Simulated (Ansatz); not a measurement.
**From formation energies to a reaction energy: Li4Cl**

Computed with DFT PBE, scalar-relativistic, plane waves, PAW (Ansatz). Settings: cutoff 420 eV, Γ-centred meshes spaced at most about 0.3 Å⁻¹, and about 0.25 Å⁻¹ or finer for metals (2π included), Gaussian smearing. No spin polarisation.

The zero of energy is the elements' standard structures at the same level (Cl₂ as a molecule); no fitted shifts are applied.

All energies are static (0 K, no zero-point motion).

A trial structure of Li4Cl (reached from: random cell; relaxed: space group P-62m (No. 189), a = 6.008 Å, c = 4.389 Å) has a formation energy of -0.382 eV/atom. At its composition the lowest mixture among the elements and 1 reference phase computed alike (others may be missing) consists of these:

```json
{"phase": "Li (solid)", "source": "element", "ΔE_f (eV/atom)": "-0.004"}
{"phase": "LiCl (P6_3mc)", "source": "Materials Project", "ΔE_f (eV/atom)": "-1.878"}
```

The lowest database cell of Li (-0.004) lies slightly below the reference, hence the non-zero entry.

Question: Write the balanced decomposition and find its energy per atom, per formula unit and per mole of formula units.

Answer: Balancing Li and Cl gives Li4Cl → 3 Li + LiCl. The left side holds 5 atoms, and the products take 3/5 (Li) and 2/5 (LiCl) of them. The mixture therefore lies at 3/5 × (-0.004) + 2/5 × (-1.878) = -0.754 eV/atom. The reaction energy is -0.754 − (-0.382) = -0.372 eV/atom. Times 5 atoms that is -1.860 eV per Li4Cl, and times 96.485 it is -179 kJ per mole of Li4Cl. Decomposition is downhill, so the trial structure is unstable against this mixture.
